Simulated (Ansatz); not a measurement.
## Te2Mo: band structure with PBE

**Experimental background.**

“Broadband infrared study of pressure-tunable Fano resonance and metallization transition in 2H-MoTe2”, 2022, pmc:9569381 quotes, for a bulk crystal of Te2Mo at 300 K: band gap 0.88 ± 0.05 eV (indirect).

Te2Mo:

```
CELL_PARAMETERS angstrom
3.51820 0.00000 0.00000
-1.75910 3.04685 0.00000
0.00000 0.00000 13.97360
ATOMIC_POSITIONS crystal
Te 0.66667 0.33333 0.37900
Te 0.33333 0.66667 0.87900
Te 0.66667 0.33333 0.12100
Te 0.33333 0.66667 0.62100
Mo 0.66667 0.33333 0.75000
Mo 0.33333 0.66667 0.25000
```

```json
{
  "Program": "Ansatz 0.2.0",
  "Task": "band structure",
  "Functional": "PBE",
  "Potentials or basis": "Ansatz PAW",
  "Cutoff": "420 eV (not typed: the program's choice for these potentials)",
  "k mesh": "9 × 9 × 2",
  "Occupations": "fermi-dirac, width 0.05 eV",
  "Spin": "no spin polarisation",
  "Path": "[[\"G\", \"M\", \"K\", \"G\", \"A\", \"L\", \"H\", \"A\"], [\"L\", \"M\"], [\"K\", \"H\"]]",
  "Points for each segment of the path": "14"
}
```

| Item | Value |
| --- | --- |
| Pressure | 2.9 GPa |
| Largest force | 0.175 eV/Å |
| Band gap on the k mesh | 0.78 eV, indirect (least direct gap 1.04 eV) |
| Band gap along the path | 0.71 eV, indirect (least direct gap 1.04 eV) |

Forces on the atoms (eV/Å):
```
Te   0.000  0.000  0.175
Te   0.000  0.000  0.175
Te   0.000  0.000 -0.175
Te   0.000  0.000 -0.175
Mo   0.000  0.000  0.000
Mo   0.000  0.000  0.000
```

Stress tensor (GPa, compression positive):
```
2.70 0.00 0.00
0.00 2.70 0.00
0.00 0.00 3.38
```

Levels at the corners of the path, in eV from the valence-band top:
```csv
point,band 43,band 44,band 45,band 46,band 47,band 48,band 49,band 50
Γ,-1.01,-1.01,-0.32,0.00,2.90,2.90,3.03,3.03
M,-1.01,-0.96,-0.60,-0.31,1.27,1.32,1.46,1.79
K,-1.83,-1.83,-0.31,-0.07,0.97,0.97,1.16,2.17
Γ,-1.01,-1.01,-0.32,0.00,2.90,2.90,3.03,3.03
A,-1.03,-1.03,-0.08,-0.08,2.94,2.94,2.94,2.94
L,-0.97,-0.97,-0.46,-0.46,1.29,1.29,1.64,1.64
H,-1.99,-1.99,-0.21,-0.21,0.98,0.98,1.63,1.63
A,-1.03,-1.03,-0.08,-0.08,2.94,2.94,2.94,2.94
L,-0.97,-0.97,-0.46,-0.46,1.29,1.29,1.64,1.64
M,-1.01,-0.96,-0.60,-0.31,1.27,1.32,1.46,1.79
K,-1.83,-1.83,-0.31,-0.07,0.97,0.97,1.16,2.17
H,-1.99,-1.99,-0.21,-0.21,0.98,0.98,1.63,1.63
```

Run time: 21 s on 2 threads of Arm Neoverse V1, on a shared host, peak memory 0.77 GiB.

Measured gap of Te2Mo: 0.88 eV (indirect; 300 K; quoted in “Broadband infrared study of pressure-tunable Fano resonance and metallization transition in 2H-MoTe2”, 2022, pmc:9569381). This calculation gives 0.71 eV (-0.17 eV). Spin-orbit coupling on Mo, Te is left out. The value is that of PBE, without temperature or zero-point motion. Semilocal functionals fall short of measured gaps as a rule.

Caveat: the k mesh misses the band edges, so the gap on the mesh is wider than the one along the path; spin-orbit coupling is left out, which moves the levels of the heavy elements; this functional lacks dispersion, which binds the layers, so the pressure and a relaxed spacing across them are unreliable.
